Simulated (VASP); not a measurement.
Crystal: GaN.

```xyz
2
Lattice="0.0000 2.1352 2.1352 2.1352 0.0000 2.1352 2.1352 2.1352 0.0000" Properties=species:S:1:pos:R:3 pbc="T T T"
Ga    0.0000    0.0000    0.0000
N     2.1352    2.1352    2.1352
```

Measurements of this composition are mostly on another form, of space group No. 186.

* Program: VASP 6.6.1
* Task: relaxation of cell and atoms
* Functional: PBE
* Dispersion: D3(BJ)
* Potentials or basis: VASP PAW PBE potentials, release 64 (Ga_d, N)
* Cutoff: 600 eV
* k mesh: 14 × 14 × 14
* Occupations: gaussian, width 0.02 eV
* Spin: no spin polarisation

At the start: pressure -4.9 GPa; volume 9.74 Å³/atom.

Task: How do energy, volume and symmetry change on relaxing?

Result: Over 3 steps the energy falls by 3.4 meV/atom and the volume is 9.51 Å³/atom (-2.3 %); space group Fm-3m (No. 225, to 0.05 Å).

The path:
```tsv
step	energy change (eV)	largest force (eV/Å)	pressure (GPa)	volume (Å³)
1	0.0000	0.0000	-4.87	19.47
2	-0.0015	0.0000	4.67	18.65
3	-0.0069	0.0000	0.00	19.03
```

Final structure:
```
CELL_PARAMETERS angstrom
0.00000 2.11892 2.11892
2.11892 0.00000 2.11892
2.11892 2.11892 0.00000
ATOMIC_POSITIONS crystal
Ga 0.00000 0.00000 0.00000
N 0.50000 0.50000 0.50000
```
